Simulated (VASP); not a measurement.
A VASP 6.6.1 single-point calculation on GaP

INCAR

```
NELM = 120
ISIF = 2
LWAVE = .FALSE.
EDIFF = 1E-7
GGA = RP
IBRION = -1
LCHARG = .FALSE.
LASPH = .TRUE.
LREAL = .FALSE.
PREC = Accurate
NBANDS = 16
NSW = 0
ISMEAR = -1
ENCUT = 520
SIGMA = 0.02
```

KPOINTS

```
KPOINTS created by Atomic Simulation Environment
0
Gamma
8 8 8
0 0 0
```

POSCAR

```
Ga P
 1.0000000000000000
     0.0000000000000000    2.7662802841000000    2.6908860909999999
     2.7662802841000000    0.0000000000000000    2.6908860909999999
     2.7662802841000000    2.7662802841000000    0.0000000000000000
 Ga  P
   1   1
Cartesian
  0.0000000000000000  0.0000000000000000  0.0000000000000000
  1.3831401420500000  1.3831401420500000  1.3454430454999999
```

The recommended PBE PAW datasets give the neutral cell 18 valence electrons.

Command

```
mpirun -np 1 vasp_std
```

Predict the outcome of this run.

It converged. Results: gap between bands v and c on the k mesh 1.49 eV; least direct gap on the k mesh 1.71 eV; pressure 3.0 GPa. Band v is the last that the valence electrons fill when counted band by band, and c is the next.

OSZICAR

```
N       E                     dE             d eps       ncg     rms          rms(c)
DAV:   1     0.777087248847E+02    0.77709E+02   -0.91772E+03  2016   0.162E+03
DAV:   2    -0.278493942743E+01   -0.80494E+02   -0.76490E+02  2176   0.299E+02
DAV:   3    -0.858213236898E+01   -0.57972E+01   -0.57771E+01  2408   0.632E+01
DAV:   4    -0.867295966849E+01   -0.90827E-01   -0.90807E-01  2368   0.855E+00
DAV:   5    -0.867467094361E+01   -0.17113E-02   -0.17112E-02  2456   0.100E+00    0.479E+00
DAV:   6    -0.845336514278E+01    0.22131E+00   -0.35893E-01  2952   0.999E+00    0.322E+00
DAV:   7    -0.843578295530E+01    0.17582E-01   -0.10189E-01  2464   0.211E+00    0.121E+00
DAV:   8    -0.843964537852E+01   -0.38624E-02   -0.15288E-02  2256   0.147E+00    0.216E-01
DAV:   9    -0.844072976119E+01   -0.10844E-02   -0.18771E-03  2416   0.513E-01    0.107E-01
DAV:  10    -0.844090748525E+01   -0.17772E-03   -0.16480E-04  2456   0.133E-01    0.559E-02
DAV:  11    -0.844111063742E+01   -0.20315E-03   -0.39501E-04  2208   0.126E-01    0.778E-03
DAV:  12    -0.844111070913E+01   -0.71707E-07   -0.62055E-06  2336   0.267E-02    0.312E-03
DAV:  13    -0.844111194907E+01   -0.12399E-05   -0.24700E-06  2464   0.108E-02    0.393E-03
DAV:  14    -0.844111211703E+01   -0.16796E-06   -0.18332E-07  2456   0.293E-03    0.274E-03
DAV:  15    -0.844111212023E+01   -0.32041E-08   -0.13437E-08  1824   0.106E-03
   1 F= -.84411121E+01 E0= -.84411121E+01  d E =-.200771E-10
```

For comparison, a separate PBE run of the intended cell, on usual settings and not on those above, gives a gap of 1.41 eV on its mesh and a pressure of 1.0 GPa.
